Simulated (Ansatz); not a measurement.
Input and command of a calculation in Ansatz (plane waves; scalar-relativistic PAW potentials unless the input names others):

```yaml
crystal:
  lattice:
    - [5.9447526219, 0.0, 5.9447526219]
    - [5.9447526219, 5.9447526219, 0.0]
    - [0.0, 5.9447526219, 5.9447526219]
  atoms:
    - { symbol: Li, position: [0.1269600015, 0.6230399985, 0.1269600015] }
    - { symbol: Li, position: [0.6276604543, 0.1182639964, 0.1249868839] }
    - { symbol: Li, position: [0.6276604543, 0.6290886653, 0.1249868839] }
    - { symbol: Li, position: [0.1249868839, 0.1182639964, 0.6276604543] }
    - { symbol: Li, position: [0.1249868839, 0.6290886653, 0.6276604543] }
    - { symbol: Li, position: [0.6147234559, 0.1352765441, 0.6147234559] }
    - { symbol: Li, position: [0.6153601743, 0.6346398257, 0.6153601743] }
    - { symbol: Li, position: [0.3730399985, 0.3769600015, 0.3730399985] }
    - { symbol: Li, position: [0.25, 1.0, 0.25] }
    - { symbol: Li, position: [0.8723395457, 0.3709113347, 0.3750131161] }
    - { symbol: Li, position: [0.8723395457, 0.8817360036, 0.3750131161] }
    - { symbol: Li, position: [0.3750131161, 0.3709113347, 0.8723395457] }
    - { symbol: Li, position: [0.3750131161, 0.8817360036, 0.8723395457] }
    - { symbol: Li, position: [0.8846398257, 0.3653601743, 0.8846398257] }
    - { symbol: Li, position: [0.8852765441, 0.8647234559, 0.8852765441] }
    - { symbol: Se, position: [-0.0277216431, 0.0, 0.5277216431] }
    - { symbol: Se, position: [-0.0034390089, 0.5, 0.5034390089] }
    - { symbol: Se, position: [0.4950951109, 0.0053065776, 0.4950951109] }
    - { symbol: Se, position: [0.4950951109, 0.5045032006, 0.4950951109] }
    - { symbol: Se, position: [0.0049048891, -0.0053065776, 0.0049048891] }
    - { symbol: Se, position: [0.0049048891, 0.4954967994, 0.0049048891] }
    - { symbol: Se, position: [0.5277216431, 0.0, -0.0277216431] }
    - { symbol: Se, position: [0.5034390089, 0.5, -0.0034390089] }
basis:
  ecutwfc: "400 K"
kpoints:
  mp_grid: { grid: [4, 4, 4] }
hamiltonian:
  xc: pbesol
scf:
  occupations: { method: gaussian, width: 0.05 }
  max_iter: 75
output:
  forces: true
  eigenvalues: true
  stress: true
```

```bash
ansatz run input.yaml --threads 4 --pin off --max-ram 9216MiB --backend cpu --events-out ev --progress --plain --runs-dir out
```

Q: Will this input run?

A: The program refuses it, because of a cutoff in the wrong unit (basis.ecutwfc: 420 → "400 K"). With the sound run's settings it is accepted.

Abridged log:
```
Error: inconsistent input (basis.ecutwfc, kpoints): the smallest per-k basis holds n_pw = 0 plane waves (k-point 1, counted from 0 among those solved) but the deck needs at least 88 band(s) per channel, and no run solves more bands than the smallest per-k basis has plane waves; raise basis.ecutwfc until the smallest per-k basis, which caps the automatic band count, holds at least 88 plane waves
```